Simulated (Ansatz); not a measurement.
ZnO (I4cm) at 2 levels of theory

One geometry, relaxed with PBE; plane waves with PAW potentials in Ansatz, scalar-relativistic. No spin polarisation. Gaps are the least over mesh and band path; pressure is positive in compression.

```cif
data_structure
_symmetry_space_group_name_H-M 'P 1'
_symmetry_Int_Tables_number 1
_cell_length_a 5.2790
_cell_length_b 5.2790
_cell_length_c 5.2790
_cell_angle_alpha 104.517
_cell_angle_beta 104.517
_cell_angle_gamma 119.911
_cell_volume 110.39
loop_
_atom_site_label
_atom_site_type_symbol
_atom_site_fract_x
_atom_site_fract_y
_atom_site_fract_z
_atom_site_occupancy
Zn1 Zn 0.41044 0.91044 0.19840 1
Zn2 Zn 0.71205 0.21205 0.80160 1
Zn3 Zn 0.91044 0.71205 0.50000 1
Zn4 Zn 0.21205 0.41044 0.50000 1
O1 O 0.28869 0.08958 0.50000 1
O2 O 0.58958 0.78869 0.50000 1
O3 O 0.78869 0.28869 0.19911 1
O4 O 0.08958 0.58958 0.80089 1
```

```tsv
level	cutoff (eV)	k mesh	gap (eV)	pressure (GPa)
PBE	420	8×8×8	0.94	0.0
```

**Question.** What comes out on the same cell with r2SCAN?

**Answer.**
```csv
level,cutoff (eV),k mesh,gap (eV),pressure (GPa)
r2SCAN,500,8×8×8,1.30,-5.0
```

The structure comes from a generated guess; another structure or a mixture of phases may lie lower.
